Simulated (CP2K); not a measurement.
# GaAs (F-43m) in CP2K: settings compared

Aim: see how the results for GaAs move with the level of theory and the settings. Levels: r2SCAN, TB-mBJ. Tasks: band structure.

All numbers are computed with CP2K 2026.2; they aren't measurements. Logs are shortened: lines on timing, memory, paths and dates and some standing lists are left out, and cuts for length are marked.

**What was measured.**

From “Evidence of valence band perturbations in GaAsN/GaAs(001): A combined variable-angle spectroscopic ellipsometry and modulated photoreflectance investigation”, 2008, arxiv:0805.2212, for a bulk crystal of GaAs at 300 K: band gap 1.418 ± 0.005 eV (direct).

The runs below are set against these values where they give the same quantity.

## Step 1: Starting point

The structure is cubic, space group F-43m (No. 216). Conventional cell: a = 5.654 Å, b = 5.654 Å, c = 5.654 Å, α = 90.00°, β = 90.00°, γ = 90.00°. As (site symmetry -43m) has 4 Ga at 2.45 Å as nearest neighbours. Ga (site symmetry -43m) is surrounded by 4 As at 2.45 Å.

## Step 2: Band structure, r2SCAN

File gaas_bands.inp:

```
&GLOBAL
  PROJECT gaas_bands
  RUN_TYPE ENERGY_FORCE
  PRINT_LEVEL LOW
&END GLOBAL
&FORCE_EVAL
  METHOD QS
  STRESS_TENSOR ANALYTICAL
  &DFT
    BASIS_SET_FILE_NAME BASIS_MOLOPT_UZH
    POTENTIAL_FILE_NAME POTENTIAL_UZH
    &MGRID
      CUTOFF 675
      REL_CUTOFF 60
      NGRIDS 5
    &END MGRID
    &QS
      METHOD GPW
      EPS_DEFAULT 1.0E-10
    &END QS
    &KPOINTS
      SCHEME MONKHORST-PACK 8 8 8
      GAMMA_CENTERED T
      SYMMETRY T
      SYMMETRY_BACKEND SPGLIB
    &END KPOINTS
    &SCF
      SCF_GUESS ATOMIC
      EPS_SCF 1.0E-6
      MAX_SCF 100
      ADDED_MOS 10
      CHOLESKY OFF
      EPS_EIGVAL 1.0E-7
      &DIAGONALIZATION ON
        ALGORITHM STANDARD
      &END DIAGONALIZATION
      &MIXING ON
        METHOD BROYDEN_MIXING
        ALPHA 0.4
        BETA 1.5
        NBUFFER 8
      &END MIXING
      &SMEAR ON
        METHOD FERMI_DIRAC
        ELECTRONIC_TEMPERATURE [K] 580.226
      &END SMEAR
    &END SCF
    &XC
      &XC_FUNCTIONAL
        &MGGA_X_R2SCAN
        &END MGGA_X_R2SCAN
        &MGGA_C_R2SCAN
        &END MGGA_C_R2SCAN
      &END XC_FUNCTIONAL
    &END XC
    &PRINT
      &KPOINTS ON
      &END KPOINTS
      &MULLIKEN ON
      &END MULLIKEN
      &MO ON
        ENERGIES T
        OCCUPATION_NUMBERS T
        &EACH
          QS_SCF 0
        &END EACH
        ADD_LAST NUMERIC
      &END MO
      &LOWDIN ON
      &END LOWDIN
      &HIRSHFELD ON
        SHAPE_FUNCTION DENSITY
      &END HIRSHFELD
      &BAND_STRUCTURE
        FILE_NAME bands.bs
        ADDED_MOS 2
        &KPOINT_SET
          UNITS B_VECTOR
          NPOINTS 10
          SPECIAL_POINT GAMMA 0.00000000 0.00000000 0.00000000
          SPECIAL_POINT X 0.50000000 0.00000000 0.50000000
          SPECIAL_POINT W 0.50000000 0.25000000 0.75000000
          SPECIAL_POINT K 0.37500000 0.37500000 0.75000000
          SPECIAL_POINT GAMMA 0.00000000 0.00000000 0.00000000
          SPECIAL_POINT L 0.50000000 0.50000000 0.50000000
          SPECIAL_POINT U 0.62500000 0.25000000 0.62500000
          SPECIAL_POINT W 0.50000000 0.25000000 0.75000000
          SPECIAL_POINT L 0.50000000 0.50000000 0.50000000
          SPECIAL_POINT K 0.37500000 0.37500000 0.75000000
        &END KPOINT_SET
        &KPOINT_SET
          UNITS B_VECTOR
          NPOINTS 10
          SPECIAL_POINT U 0.62500000 0.25000000 0.62500000
          SPECIAL_POINT X 0.50000000 0.00000000 0.50000000
        &END KPOINT_SET
      &END BAND_STRUCTURE
    &END PRINT
  &END DFT
  &SUBSYS
    &CELL
      A 3.9977696088 0.0000000000 0.0000000000
      B 1.9988848044 3.4621700397 0.0000000000
      C 1.9988848044 1.1540566799 3.2641652169
      PERIODIC XYZ
    &END CELL
    &COORD
      As  5.9966544132 3.4621700397 2.4481239127
      Ga  0.0000000000 0.0000000000 0.0000000000
    &END COORD
    &KIND As
      BASIS_SET TZVP-MOLOPT-SCAN-GTH-q5
      POTENTIAL GTH-SCAN-q5
    &END KIND
    &KIND Ga
      BASIS_SET TZVP-MOLOPT-SCAN-GTH-q13
      POTENTIAL GTH-SCAN-q13
    &END KIND
    &PRINT
      &ATOMIC_COORDINATES ON
      &END ATOMIC_COORDINATES
      &CELL ON
      &END CELL
    &END PRINT
  &END SUBSYS
  &PRINT
    &FORCES ON
    &END FORCES
    &STRESS_TENSOR ON
    &END STRESS_TENSOR
  &END PRINT
&END FORCE_EVAL
```

Potentials or basis: POTENTIAL_UZH As GTH-SCAN-q5, Ga GTH-SCAN-q13; TZVP-MOLOPT-SCAN-GTH basis.

The run is started by

```
$ OMP_NUM_THREADS=2 cp2k.psmp -i gaas_bands.inp -o gaas_bands.out
```

gaas_bands.out:

```text

 CP2K| version string:                                       CP2K version 2026.2
 CP2K| Input file name                                            gaas_bands.inp

 GLOBAL| Force Environment number                                              1
 GLOBAL| Basis set file name                                    BASIS_MOLOPT_UZH
 GLOBAL| Potential file name                                       POTENTIAL_UZH
 GLOBAL| MM Potential file name                                     MM_POTENTIAL
 GLOBAL| Coordinate file name                                      __STD_INPUT__
 GLOBAL| Method name                                                        CP2K
 GLOBAL| Project name                                                 gaas_bands
 GLOBAL| Run type                                                   ENERGY_FORCE
 GLOBAL| FFT library                                                       FFTW3
[... 5 lines left out ...]
 GLOBAL| Global print level                                                  LOW
 GLOBAL| Total number of message passing processes                             1
 GLOBAL| Number of threads for this process                                    2
 GLOBAL| CPU model name                                                  UNKNOWN

 CELL| Volume [angstrom^3]:                                            45.179174
 CELL| Vector a [angstrom]:       3.998     0.000     0.000   |a| =     3.997770
 CELL| Vector b [angstrom]:       1.999     3.462     0.000   |b| =     3.997770
 CELL| Vector c [angstrom]:       1.999     1.154     3.264   |c| =     3.997770
 CELL| Angle (b,c), alpha [degree]:                                    60.000000
 CELL| Angle (a,c), beta  [degree]:                                    60.000000
 CELL| Angle (a,b), gamma [degree]:                                    60.000000
 CELL| Numerically orthorhombic:                                              NO
 CELL| Periodicity                                                           XYZ

 CELL_REF| Volume [angstrom^3]:                                        45.179174
 CELL_REF| Vector a [angstrom     3.998     0.000     0.000   |a| =     3.997770
 CELL_REF| Vector b [angstrom     1.999     3.462     0.000   |b| =     3.997770
 CELL_REF| Vector c [angstrom     1.999     1.154     3.264   |c| =     3.997770
 CELL_REF| Angle (b,c), alpha [degree]:                                60.000000
 CELL_REF| Angle (a,c), beta  [degree]:                                60.000000
 CELL_REF| Angle (a,b), gamma [degree]:                                60.000000
 CELL_REF| Numerically orthorhombic:                                          NO
 CELL_REF| Periodicity                                                       XYZ
[... 9 lines left out ...]
 TOTAL NUMBERS AND MAXIMUM NUMBERS

  Total number of            - Atomic kinds:                                   2
                             - Atoms:                                          2
                             - Shell sets:                                     2
                             - Shells:                                        17
                             - Primitive Cartesian functions:                 10
                             - Cartesian basis functions:                     58
                             - Spherical basis functions:                     51

  Maximum angular momentum of the orbital basis functions:                     3
[... 477 lines left out ...]
 MO|     18               0.781125              21.255480               0.000000
 MO|     19               0.832516              22.653905               0.000000
 MO| Sum:                                                              18.000000
 MO| E(Fermi):            0.164311 a.u.          4.471131 eV
 MO| Band gap:            0.190074 a.u.          5.172169 eV

 [... the levels of further k-points ...]

 !-----------------------------------------------------------------------------!
                     Mulliken Population Analysis

 #  Atom  Element  Kind  Atomic population                           Net charge
       1     As       1          4.712589                              0.287411
       2     Ga       2         13.287411                             -0.287411
 # Total charge                             18.000000                  0.000000

 !-----------------------------------------------------------------------------!

 !-----------------------------------------------------------------------------!
                           Hirshfeld Charges

  #Atom  Element  Kind  Ref Charge     Population                    Net charge
      1       As     1       5.000          5.137                        -0.137
      2       Ga     2      13.000         12.863                         0.137

  Total Charge                                                           -0.000
 !-----------------------------------------------------------------------------!

 LOWDIN POPULATION ANALYSIS

 #  Atom  Element  Kind  Atomic population                           Net charge
       1     As       1          3.905574                              1.094426
       2     Ga       2         14.094426                             -1.094426
 # Total charge                             18.000000                  0.000000

 KPOINTS| Band Structure Calculation
 KPOINTS| Number of k-point sets                                               2
 KPOINTS| Number of added MOs/bands                                            2
 KPOINTS| Number of k-points in set    1                                      91
 KPOINTS| In units of b-vector [2pi/Bohr]
 KPOINTS| Special point     1       GAMMA     0.000000     0.000000     0.000000
 KPOINTS| Special point     2           X     0.500000     0.000000     0.500000
 KPOINTS| Special point     3           W     0.500000     0.250000     0.750000
 KPOINTS| Special point     4           K     0.375000     0.375000     0.750000
 KPOINTS| Special point     5       GAMMA     0.000000     0.000000     0.000000
 KPOINTS| Special point     6           L     0.500000     0.500000     0.500000
 KPOINTS| Special point     7           U     0.625000     0.250000     0.625000
 KPOINTS| Special point     8           W     0.500000     0.250000     0.750000
 KPOINTS| Special point     9           L     0.500000     0.500000     0.500000
 KPOINTS| Special point    10           K     0.375000     0.375000     0.750000
 KPOINTS| Number of k-points in set    2                                      11
 KPOINTS| In units of b-vector [2pi/Bohr]
 KPOINTS| Special point     1           U     0.625000     0.250000     0.625000
 KPOINTS| Special point     2           X     0.500000     0.000000     0.500000

 ENERGY| Total FORCE_EVAL ( QS ) energy [hartree]            -80.515642935230076

 FORCES| Atomic forces [hartree/bohr]
 FORCES|   Atom     x               y               z               |f|
 FORCES|      1 -4.47172425E-07 -2.58477420E-07 -1.80772111E-07   5.47222359E-07
 FORCES|      2  4.26148683E-07  2.46149320E-07  1.72294540E-07   5.21418830E-07
 FORCES| Sum    -2.10237414E-08 -1.23281004E-08 -8.47757147E-09
 FORCES| Total atomic force                                       2.58040496E-08

 STRESS| Analytical stress tensor [bar]
 STRESS|                        x                   y                   z
 STRESS|      x       -3.12779021237E+03   7.42868908223E+00   5.24189345327E+00
 STRESS|      y        7.42868908223E+00  -3.13613329041E+03   3.23439001923E+00
 STRESS|      z        5.24189345327E+00   3.23439001923E+00  -3.13838742102E+03
 STRESS| 1/3 Trace                                            -3.13410364126E+03
 STRESS| Determinant                                          -3.07846740174E+10

 STRESS| Eigenvectors and eigenvalues of the analytical stress tensor [bar]
 STRESS|                        1                   2                   3
 STRESS| Eigenvalues  -3.14068654339E+03  -3.14039279621E+03  -3.12123158419E+03
 STRESS|      x           0.035512044014     -0.583957423931      0.811007165052
 STRESS|      y          -0.616605625042      0.625835866808      0.477626392679
 STRESS|      z           0.786470849998      0.517033069400      0.337846721533
```

Wall time 79 s (2 threads of Arm Neoverse V1, shared host); peak memory 0.4 GiB.

What came out:

```
Free energy             : -2190.9421 eV
Pressure                : -0.3 GPa
Band gap on the k mesh  : 0.83 eV, direct
Band gap along the path : 0.83 eV, direct
Mulliken charges        : As +0.29; Ga -0.29 e
Hirshfeld charges       : As -0.14; Ga +0.14 e
```

Levels at the corners of the path, in eV from the valence-band top:
```csv
point,band 6,band 7,band 8,band 9,band 10,band 11,band 12,band 13
Γ,-13.19,0.00,0.00,0.00,0.83,4.00,4.00,4.00
X,-10.55,-7.02,-2.77,-2.77,1.78,1.95,10.75,10.75
W,-10.49,-6.83,-3.62,-3.44,4.93,5.11,5.91,6.55
K,-10.59,-6.83,-3.96,-2.34,2.28,5.01,8.52,8.58
Γ,-13.19,0.00,0.00,0.00,0.83,4.00,4.00,4.00
L,-11.32,-6.83,-1.19,-1.19,1.28,5.00,5.00,8.56
U,-10.59,-6.83,-3.96,-2.34,2.28,5.01,8.52,8.58
W,-10.49,-6.83,-3.62,-3.44,4.93,5.11,5.91,6.55
L,-11.32,-6.83,-1.19,-1.19,1.28,5.00,5.00,8.56
K,-10.59,-6.83,-3.96,-2.34,2.28,5.01,8.52,8.58
U,-10.59,-6.83,-3.96,-2.34,2.28,5.01,8.52,8.58
X,-10.55,-7.02,-2.77,-2.77,1.78,1.95,10.75,10.75
```

Caveat: Mulliken charges move with the basis; the basis of atomic orbitals isn't converged, which shifts pressures, moduli and gaps.

[end of part 1 of 2]
